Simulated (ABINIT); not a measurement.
# CoO (I4/mmm) in ABINIT: notebook

One crystal, CoO, is run at these levels: PBE, LDA, PBEsol, RPBE; tasks: single point.

All numbers are computed with ABINIT 10.8.3 (patched build); they aren't measurements. Logs are shortened: lines on timing, memory, paths and dates and some standing lists are left out, and cuts for length are marked. The log counts tension as positive stress, the text compression.

## 1. The structure

It takes space group I4/mmm (No. 139, tetragonal). The conventional cell has a = 3.016 Å, b = 3.016 Å, c = 4.214 Å, α = 90.00°, β = 90.00°, γ = 90.00°. Around Co (site symmetry 4/mmm) lie 6 O at 2.11 to 2.13 Å. O (site symmetry 4/mmm) is surrounded by 6 Co at 2.11 to 2.13 Å.

## 2. Single point, PBE, collinear spin, ferromagnetic start

run.abi

```
pp_dirpath "./"
pseudos "Co.GGA_PBE-JTH.xml, O.GGA_PBE-JTH.xml"

acell 2.9981027643 2.9981027643 2.9981027643 Angstrom
rprim
    -0.5029847602     0.5029847602     0.7028603432
     0.5029847602    -0.5029847602     0.7028603432
     0.5029847602     0.5029847602    -0.7028603432
ntypat 2
znucl 27 8
natom 2
typat 1 2
xred
     0.0000000000     0.0000000000     0.0000000000
     0.5000000000     0.5000000000     0.0000000000

ecut 843.552974 eV
pawecutdg 53.0
pawxcdev 0

kptopt 1
ngkpt 10 10 10
nshiftk 1
shiftk 0.0 0.0 0.0

ixc 11

nband 16
occopt 3
tsmear 0.05 eV

nsppol 2
spinat
     0.0000000000     0.0000000000     2.0000000000
     0.0000000000     0.0000000000     0.0000000000

nstep 100
tolvrs 1.0e-9

iomode 3
prtwf 0
prteig 0
prtebands 0
enunit 1
prtden 1
prtvha 1
prtvclmb 1
prtpot 1
```

Potentials or basis: JTH PAW PBE v2.0.

Launch:

```console
abinit run.abi > log 2>&1
```

run.abo:

```text
.Version 10.8.3 of ABINIT
 Symmetries : space group I4/m m m (#139); Bravais tI (body-center tetrag.)
================================================================================
 Values of the parameters that define the memory need of the present run
     intxc =       0    ionmov =       0      iscf =      17    lmnmax =      18
     lnmax =       6     mgfft =      30  mpssoang =       3    mqgrid =    3001
     natom =       2  nloc_mem =       2    nspden =       2   nspinor =       1
    nsppol =       2      nsym =      16    n1xccc =       1    ntypat =       2
    occopt =       3   xclevel =       2
       mpw =        1078          nfft =       27000          nkpt =         102
 PAW method is used; the additional fine FFT grid is defined by:
   mgfftf=        40    nfftf =     64000
================================================================================
================================================================================

--------------------------------------------------------------------------------
------------- Echo of variables that govern the present computation ------------
--------------------------------------------------------------------------------
 -outvars: echo values of preprocessed input variables --------
            acell      5.6655931219E+00  5.6655931219E+00  5.6655931219E+00 Bohr
              amu      5.89332000E+01  1.59994000E+01
             ecut      3.10000000E+01 Hartree
           enunit           1
                       outvar_i_n : Printing only first  50 k-points.
              ixc          11
                       outvar_i_n : Printing only first  50 k-points.
         kptrlatt       10    0    0      0   10    0      0    0   10
          kptrlen      5.66559312E+01
            natom           2
            nband          16
            ngfft          30      30      30
          ngfftdg          40      40      40
             nkpt         102
           nspden           2
           nsppol           2
            nstep         100
             nsym          16
           ntypat           2
                       prtocc : prtvol=0, do not print more k-points.
                       1.000000  1.000000  1.000000  1.000000  1.000000  1.000000
                       1.000000  1.000000  1.000000  1.000000  1.000000  1.000000
                       0.000000  0.000000  0.000000  0.000000
                       1.000000  1.000000  1.000000  1.000000  1.000000  1.000000
                       1.000000  1.000000  1.000000  1.000000  1.000000  1.000000
                       0.000000  0.000000  0.000000  0.000000
                       1.000000  1.000000  1.000000  1.000000  1.000000  1.000000
                       1.000000  1.000000  1.000000  1.000000  1.000000  1.000000
                       0.000000  0.000000  0.000000  0.000000
                       1.000000  1.000000  1.000000  1.000000  1.000000  1.000000
                       1.000000  1.000000  1.000000  1.000000  1.000000  1.000000
                       0.000000  0.000000  0.000000  0.000000
                       1.000000  1.000000  1.000000  1.000000  1.000000  1.000000
                       1.000000  1.000000  1.000000  1.000000  1.000000  1.000000
                       0.000000  0.000000  0.000000  0.000000
                       1.000000  1.000000  1.000000  1.000000  1.000000  1.000000
                       1.000000  1.000000  1.000000  1.000000  1.000000  1.000000
[... 118 lines left out ...]
                       1.000000  1.000000  1.000000  1.000000  1.000000  1.000000
                       1.000000  1.000000  1.000000  1.000000  1.000000  1.000000
                       0.000000  0.000000  0.000000  0.000000
                       1.000000  1.000000  1.000000  1.000000  1.000000  1.000000
                       1.000000  1.000000  1.000000  1.000000  1.000000  1.000000
                       0.000000  0.000000  0.000000  0.000000
                       1.000000  1.000000  1.000000  1.000000  1.000000  1.000000
                       1.000000  1.000000  1.000000  1.000000  1.000000  1.000000
                       0.000000  0.000000  0.000000  0.000000
                       1.000000  1.000000  1.000000  1.000000  1.000000  1.000000
                       1.000000  1.000000  1.000000  1.000000  1.000000  1.000000
                       0.000000  0.000000  0.000000  0.000000
                       1.000000  1.000000  1.000000  1.000000  1.000000  1.000000
                       1.000000  1.000000  1.000000  1.000000  1.000000  1.000000
                       0.000000  0.000000  0.000000  0.000000
                       prtocc : prtvol=0, do not print more k-points.
           occopt           3
        pawecutdg      5.30000000E+01 Hartree
         pawxcdev           0
        prtebands           0
           prteig           0
           prtpot           1
         prtvclmb           1
           prtvha           1
            prtwf           0
            rprim     -5.0298476020E-01  5.0298476020E-01  7.0286034320E-01
                       5.0298476020E-01 -5.0298476020E-01  7.0286034320E-01
                       5.0298476020E-01  5.0298476020E-01 -7.0286034320E-01
          spgroup         139
           spinat      0.0000000000E+00  0.0000000000E+00  2.0000000000E+00
                       0.0000000000E+00  0.0000000000E+00  0.0000000000E+00
           tolvrs      1.00000000E-09
           tsmear      1.83746611E-03 Hartree
            typat      1  2
[... 126 lines left out ...]
- [  0.0000E+00,   0.0000E+00,   0.0000E+00, Co]
- [  5.0000E-01,   5.0000E-01,   2.2301E-17,  O]
cartesian_forces: # hartree/bohr
- [ -0.00000000E+00,  -0.00000000E+00,  -0.00000000E+00, ]
- [ -0.00000000E+00,  -0.00000000E+00,  -0.00000000E+00, ]
force_length_stats: {min:   0.00000000E+00, max:   0.00000000E+00, mean:   0.00000000E+00, }
...

 Integrated electronic and magnetization densities in atomic spheres:
 ------------------------------------------------------------------------------------------------------------
 Radius=ratsph(iatom), smearing ratsm=  0.0000. Diff(up-dn)=approximate z local magnetic moment.
    Atom    Radius    up_density   dn_density  Total(up+dn)  Diff(up-dn)
    1 Co   2.10903     8.913609     6.353923     15.267532     2.559686
    2  O   1.41465     2.400350     2.119603      4.519953     0.280747
 ------------------------------------------------------------------------------------------------------------
  Sum:                11.313959     8.473527     19.787486     2.840432
 Total magnetization (from the atomic spheres):                2.840432
 Total magnetization (exact up - dn):                          2.907109

================================================================================

 ----iterations are completed or convergence reached----

 Mean square residual over all n,k,spin=   48.043E-09; max=  44.145E-06
 reduced coordinates (array xred) for    2 atoms
       0.000000000000      0.000000000000      0.000000000000
       0.500000000000      0.500000000000      0.000000000000
 rms dE/dt=  0.0000E+00; max dE/dt=  0.0000E+00; dE/dt below (all hartree)
    1       0.000000000000      0.000000000000      0.000000000000
    2       0.000000000000      0.000000000000      0.000000000000

 cartesian coordinates (angstrom) at end:
    1      0.00000000000000     0.00000000000000     0.00000000000000
    2      0.00000000000000     0.00000000000000     2.10724753786477

 cartesian forces (hartree/bohr) at end:
    1     -0.00000000000000    -0.00000000000000    -0.00000000000000
    2     -0.00000000000000    -0.00000000000000    -0.00000000000000
 frms,max,avg= 0.0000000E+00 0.0000000E+00   0.000E+00  0.000E+00  0.000E+00 h/b

 cartesian forces (eV/Angstrom) at end:
    1     -0.00000000000000    -0.00000000000000    -0.00000000000000
    2     -0.00000000000000    -0.00000000000000    -0.00000000000000
 frms,max,avg= 0.0000000E+00 0.0000000E+00   0.000E+00  0.000E+00  0.000E+00 e/A
 length scales=  5.665593121854  5.665593121854  5.665593121854 bohr
              =  2.998102764300  2.998102764300  2.998102764300 angstroms
 Fermi (or HOMO) energy (eV) =  10.52662   Average Vxc (eV)= -12.07170
 Eigenvalues (   eV  ) for nkpt= 102  k points, SPIN UP:
 kpt#   1, nband= 16, wtk=  0.00100, kpt=  0.0000  0.0000  0.0000 (reduced coord)
 -86.37520  -49.68762  -49.59631  -49.59631   -9.80368    7.23353    7.24303    7.28630
   7.32676    7.32676    7.38529    7.38529    7.51981   11.47809   27.28830   28.56520
 prteigrs : prtvol=0 or 1, do not print more k-points.

 Eigenvalues (   eV  ) for nkpt= 102  k points, SPIN DOWN:
 kpt#   1, nband= 16, wtk=  0.00100, kpt=  0.0000  0.0000  0.0000 (reduced coord)
 -83.32211  -46.67395  -46.63597  -46.63597   -9.31196    7.82179    7.87902    7.87902
   9.39117    9.39117    9.42600   10.56547   10.61064   12.01963   27.18028   29.10072
 prteigrs : prtvol=0 or 1, do not print more k-points.

--- !EnergyTerms
iteration_state     : {dtset: 1, }
comment             : Components of total free energy in Hartree
kinetic             :  1.92186202431626E+01
hartree             :  4.22255816323527E+01
xc                  : -6.00638641527928E+00
Ewald energy        : -1.06646217895261E+02
psp_core            :  3.50504041554917E+00
local_psp           : -1.41760455818638E+02
PAW spherical_terms :  2.69462124406130E+01
internal            : -1.62517605397500E+02
'-kT*entropy'       : -1.23428593232583E-03
total_energy        : -1.62518839683433E+02
total_energy_eV     : -4.42236291887455E+03
...

--- !EnergyTermsDC
iteration_state     : {dtset: 1, }
comment             : '"Double-counting" decomposition of free energy'
band_energy         : -1.40848231553935E+01
Ewald energy        : -1.06646217895261E+02
psp_core            :  3.50504041554917E+00
xc_dc               : -4.04202810410065E+01
PAW spherical_terms : -4.87132593254542E+00
internal            : -1.62517607608657E+02
'-kT*entropy'       : -1.23428593232583E-03
total_energy_dc     : -1.62518841894589E+02
total_energy_dc_eV  : -4.42236297904319E+03
...

--- !EnergyTermsWithPAWCore
iteration_state     : {dtset: 1, }
comment             : 'Components of total free energy, including PAW core contributions'
Total energy        : -1.46867223725749E+03
Total energy DC     : -1.46867223946865E+03
Total energy (eV)   : -3.99646075167627E+04
Total energy DC (eV): -3.99646075769314E+04
...

 Cartesian components of stress tensor (hartree/bohr^3)
  sigma(1 1)=  3.02544957E-05  sigma(3 2)=  0.00000000E+00
  sigma(2 2)=  3.02544957E-05  sigma(3 1)=  0.00000000E+00
  sigma(3 3)=  2.18967058E-05  sigma(2 1)=  0.00000000E+00

-Cartesian components of stress tensor (GPa)         [Pressure= -8.0815E-01 GPa]
- sigma(1 1)=  8.90117994E-01  sigma(3 2)=  0.00000000E+00
- sigma(2 2)=  8.90117994E-01  sigma(3 1)=  0.00000000E+00
- sigma(3 3)=  6.44223327E-01  sigma(2 1)=  0.00000000E+00

== END DATASET(S) ==============================================================
================================================================================

 -outvars: echo values of variables after computation  --------
            acell      5.6655931219E+00  5.6655931219E+00  5.6655931219E+00 Bohr
           etotal     -1.6251884189E+02
            fcart     -0.0000000000E+00 -0.0000000000E+00 -0.0000000000E+00
                      -0.0000000000E+00 -0.0000000000E+00 -0.0000000000E+00
            rprim     -5.0298476020E-01  5.0298476020E-01  7.0286034320E-01
                       5.0298476020E-01 -5.0298476020E-01  7.0286034320E-01
                       5.0298476020E-01  5.0298476020E-01 -7.0286034320E-01
           strten      3.0254495689E-05  3.0254495689E-05  2.1896705811E-05
                       0.0000000000E+00  0.0000000000E+00  0.0000000000E+00
           xangst      0.0000000000E+00  0.0000000000E+00  0.0000000000E+00
                       3.3629806150E-17  3.3629806150E-17  2.1072475379E+00
             xred      0.0000000000E+00  0.0000000000E+00  0.0000000000E+00
                       5.0000000000E-01  5.0000000000E-01  2.2300932461E-17
 Calculation completed.
```

It took 3.6 min on 1 thread of Arm Neoverse V1, shared host; peak memory 0.22 GiB.

Results:

* Free energy: -4422.3630 eV
* Pressure: -0.8 GPa
* Band gap on the k mesh: none (metal or under the smearing width)
* Net moment: 2.91 μB per cell
* Site moments: Co +2.56; O +0.28 μB
* Valence electrons inside the program's atomic spheres: Co 15.27; O 4.52

Caveat: a cell with one magnetic atom can't hold antiferromagnetic order, which such compounds often take; semilocal functionals often make such compounds metallic where correlation or magnetic order opens a gap, which also shifts bond lengths.

## 3. Single point, LDA, collinear spin, ferromagnetic start

Changes to run.abi since step 2:

```diff
@@ -18,3 +18,2 @@
 pawecutdg 53.0
-pawxcdev 0
 
@@ -25,3 +24,3 @@
 
-ixc 11
+ixc 7
```

Potentials or basis: JTH PAW PBE v2.0.

Launch:

```console
abinit run.abi > log 2>&1
```

Run time: 4.9 min. Hardware: 1 thread of Arm Neoverse V1, shared host; peak memory 0.17 GiB.

The run converged. Its results:

```
Free energy                                           : -4424.3399 eV
Pressure                                              : -33.9 GPa
Band gap on the k mesh                                : none (metal or under the smearing width)
Net moment                                            : 0.00 μB per cell
Valence electrons inside the program's atomic spheres : Co 15.38; O 4.44
```

Levels at points of the mesh, in eV from the Fermi level:
Spin up:
| k point | band 9 | band 10 | band 11 | band 12 | band 13 | band 14 | band 15 | band 16 |
| --- | --- | --- | --- | --- | --- | --- | --- | --- |
| (0.00, 0.00, 0.00) | -1.34 | -1.34 | -1.27 | -1.13 | -1.13 | 1.36 | 16.97 | 18.58 |
| (0.50, 0.00, 0.00) | -0.41 | -0.40 | -0.11 | 1.50 | 1.58 | 5.32 | 9.56 | 13.68 |
| (0.50, 0.50, 0.00) | -2.42 | -0.71 | -0.21 | -0.09 | -0.08 | 6.38 | 9.80 | 12.41 |
| (0.50, 0.50, 0.50) | -2.40 | -0.68 | -0.21 | -0.09 | -0.09 | 6.38 | 9.96 | 12.27 |
Spin down:
| k point | band 9 | band 10 | band 11 | band 12 | band 13 | band 14 | band 15 | band 16 |
| --- | --- | --- | --- | --- | --- | --- | --- | --- |
| (0.00, 0.00, 0.00) | -1.34 | -1.34 | -1.27 | -1.13 | -1.13 | 1.36 | 16.97 | 18.58 |
| (0.50, 0.00, 0.00) | -0.41 | -0.40 | -0.11 | 1.50 | 1.58 | 5.32 | 9.56 | 13.68 |
| (0.50, 0.50, 0.00) | -2.42 | -0.71 | -0.21 | -0.09 | -0.08 | 6.38 | 9.80 | 12.41 |
| (0.50, 0.50, 0.50) | -2.40 | -0.68 | -0.21 | -0.09 | -0.09 | 6.38 | 9.96 | 12.27 |

Caveat: the starting moments collapsed, and a magnetic state may lie lower; a pressure of tens of GPa on the cell as given is suspect, and the run, the potentials or the cell itself is likely at fault; the PAW data sets were made with another functional, which shifts forces and pressure a little; semilocal functionals often make such compounds metallic where correlation or magnetic order opens a gap, which also shifts bond lengths. With open d or f shells a metallic result of LDA can be an artefact of self-interaction; +U or a hybrid may open a gap.

## 4. Single point, PBEsol, collinear spin, ferromagnetic start

Changes to run.abi since step 3:

```diff
@@ -18,2 +18,3 @@
 pawecutdg 53.0
+pawxcdev 0
 
@@ -24,3 +25,3 @@
 
-ixc 7
+ixc -116133
```

Launch:

```console
abinit run.abi > log 2>&1
```

It took 3.8 min on 1 thread of Arm Neoverse V1, shared host; peak memory 0.22 GiB.

It converged, with:

| Quantity | Value |
| --- | --- |
| Free energy | -4418.4097 eV |
| Pressure | -9.8 GPa |
| Band gap on the k mesh | none (metal or under the smearing width) |
| Net moment | 2.93 μB per cell |
| Site moments | Co +2.57; O +0.30 μB |
| Valence electrons inside the program's atomic spheres | Co 15.27; O 4.49 |

Stress tensor (GPa, compression positive):
```
-9.90  0.00  0.00
 0.00 -9.90  0.00
 0.00  0.00 -9.46
```

Levels at points of the mesh, in eV from the Fermi level:
Spin up:
| k point | band 11 | band 12 | band 13 | band 14 | band 15 | band 16 |
| --- | --- | --- | --- | --- | --- | --- |
| (0.00, 0.00, 0.00) | -3.21 | -3.21 | -3.12 | 0.80 | 16.48 | 17.83 |
| (0.50, 0.00, 0.00) | -1.88 | 0.02 | 0.11 | 4.78 | 9.18 | 13.04 |
| (0.50, 0.50, 0.00) | -2.42 | -2.14 | -2.11 | 5.64 | 9.55 | 11.45 |
| (0.50, 0.50, 0.50) | -2.42 | -2.15 | -2.15 | 5.64 | 9.71 | 11.31 |
Spin down:
| k point | band 7 | band 8 | band 9 | band 10 | band 11 | band 12 | band 13 | band 14 |
| --- | --- | --- | --- | --- | --- | --- | --- | --- |
| (0.00, 0.00, 0.00) | -2.70 | -2.70 | -1.15 | -1.15 | -1.10 | -0.15 | -0.14 | 1.36 |
| (0.50, 0.00, 0.00) | -4.85 | -4.82 | -0.13 | -0.10 | 0.19 | 2.56 | 2.63 | 5.09 |
| (0.50, 0.50, 0.00) | -4.03 | -3.94 | -2.33 | 0.14 | 0.17 | 0.33 | 0.84 | 6.47 |
| (0.50, 0.50, 0.50) | -4.02 | -4.02 | -2.33 | 0.16 | 0.16 | 0.37 | 0.83 | 6.47 |

Caveat: the PAW data sets were made with another functional, which shifts forces and pressure a little; a cell with one magnetic atom can't hold antiferromagnetic order, which such compounds often take; semilocal functionals often make such compounds metallic where correlation or magnetic order opens a gap, which also shifts bond lengths. With open d or f shells a metallic result of PBEsol can be an artefact of self-interaction; +U or a hybrid may open a gap.

(Continued in part 2 of 2.)
